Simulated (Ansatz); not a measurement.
# Ca (A7 type): the cost of one run

Computed with Ansatz 0.2.0 (DFT PBE, with the methods named in each step, unless a step's input says otherwise).

**1. Starting point**

The structure is cubic, space group Fm-3m (No. 225). Conventional cell: a = 5.526 Å, b = 5.526 Å, c = 5.526 Å, α = 90.00°, β = 90.00°, γ = 90.00°. Ca (site symmetry m-3m) is surrounded by 12 Ca at 3.91 Å.

Structure file:

```cif
data_structure
_symmetry_space_group_name_H-M 'Fm-3m'
_symmetry_Int_Tables_number 225
_cell_length_a 5.5259
_cell_length_b 5.5259
_cell_length_c 5.5259
_cell_angle_alpha 90.000
_cell_angle_beta 90.000
_cell_angle_gamma 90.000
_cell_volume 168.73
loop_
_atom_site_label
_atom_site_type_symbol
_atom_site_symmetry_multiplicity
_atom_site_Wyckoff_symbol
_atom_site_fract_x
_atom_site_fract_y
_atom_site_fract_z
_atom_site_occupancy
Ca1 Ca 4 b 0.00000 0.50000 0.00000 1
```

The file gives the conventional cell by its symmetry; the runs use the cell typed in the input.

Whether this phase is the stable one at these pressures isn't tested.

Atoms are numbered in the order of the input: Ca1, Ca2.

**2. The reference volume, LAPW**

input.yaml

```yaml
crystal:
  lattice:
    - [1.9537749117, -1.1280124712, 6.3801196044]
    - [0.0, 2.2560249424, 6.3801196044]
    - [-1.9537749117, -1.1280124712, 6.3801196044]
  atoms:
    - { symbol: Ca, position: [0.2499985923, 0.2499985923, 0.2499985923] }
    - { symbol: Ca, position: [-0.2499985923, -0.2499985923, -0.2499985923] }
kpoints:
  mp_grid: { grid: [9, 9, 9] }
  band_path:
    path:
      - [0.0, 0.0, 0.0]
      - [0.5, 0.5, 0.5]
      - [0.812494236, 0.187505764, 0.5]
      - [0.5, -0.187505764, 0.187505764]
      - [0.5, 0.0, 0.0]
      - [0.0, 0.0, 0.0]
      - [0.343752882, -0.343752882, 0.0]
      - [0.656247118, 0.0, 0.343752882]
      - [0.5, 0.0, 0.5]
    npoints: 14
scf:
  occupations: { method: fermi_dirac, width: 0.1 }
hamiltonian:
  xc: pbe
  pseudopotentials: { kind: all_electron, lapw: { basis_error: 0.001 } }
output:
  forces: true
  stress: true
  eigenvalues: true
  populations: true
  dos: { projected: true, de: 0.2, e_range: [-14, 8] }
```

On the command line:

```bash
$ ansatz run input.yaml --threads 1 --pin off --max-ram 2048MiB --backend cpu --events-out ev --progress --plain --runs-dir out
```

What time and memory should one allow on 1 thread of Arm Neoverse V2, shared host?

About 10 s, with a peak of 0.27 GiB.
